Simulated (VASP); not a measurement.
Set up this calculation in VASP 6.6.1, as the native input.

* Task: electron localisation function
* Functional: PBE
* Potentials or basis: VASP PAW PBE potentials, release 64 (Co, O)
* Cutoff: 520 eV
* k mesh: 11 × 11 × 10
* Occupations: gaussian, width 0.02 eV
* Spin: collinear spin, ferromagnetic start
* Starting moments: [2.0, 0.0] μB
* Further INCAR settings: ALGO = Normal; EDIFF = 1e-06

The structure of CoO lies in POSCAR:

```
CoO
1.0
    2.8284500000      0.0000000000      0.0000000000
   -1.4142300000      2.4495100000      0.0000000000
    0.0000000000      0.0000000000      2.7217200000
Co O
1 1
Direct
    0.0000000000      0.0000000000      0.5000000000
    0.6666700000      0.3333300000      0.0000000000
```

The cell was built by a generator and needn't be a form met in nature.

The input as run:

INCAR

```
SYSTEM = CoO
PREC = Accurate
ENCUT = 520
EDIFF = 1E-6
ISMEAR = 0
SIGMA = 0.02
LREAL = .FALSE.
LASPH = .TRUE.
NELM = 120
ALGO = Normal
ISIF = 2
LWAVE = .FALSE.
LCHARG = .TRUE.
ISPIN = 2
MAGMOM = 2 0
LORBIT = 11
LMAXMIX = 4
GGA = PE
LELF = .TRUE.
```

KPOINTS

```
Automatic mesh
0
G
  11 11 10
  0 0 0
```

Potentials or basis: VASP PAW PBE potentials, release 64 (Co, O).

The run is started by

```console
$ cat potpaw_PBE.64/Co/POTCAR potpaw_PBE.64/O/POTCAR > POTCAR
$ mpirun -np 1 vasp_std > vasp.out
```

It gave:

```json
{
  "Pressure": "-0.5 GPa",
  "Band gap on the k mesh": "none (metal or under the smearing width)",
  "Net moment": "3.00 μB per cell",
  "Site moments": "Co +2.55; O +0.41 μB",
  "Valence electrons inside the program's atomic spheres": "Co 7.85; O 4.97"
}
```

Caveat: a cell with one magnetic atom can't hold antiferromagnetic order, which such compounds often take; semilocal functionals often make such compounds metallic where correlation or magnetic order opens a gap, which also shifts bond lengths.

Run time: 2 min on 1 thread of AMD EPYC 7R43 64-Core Processor (Zen 3) (shared host), peak memory 0.16 GiB.
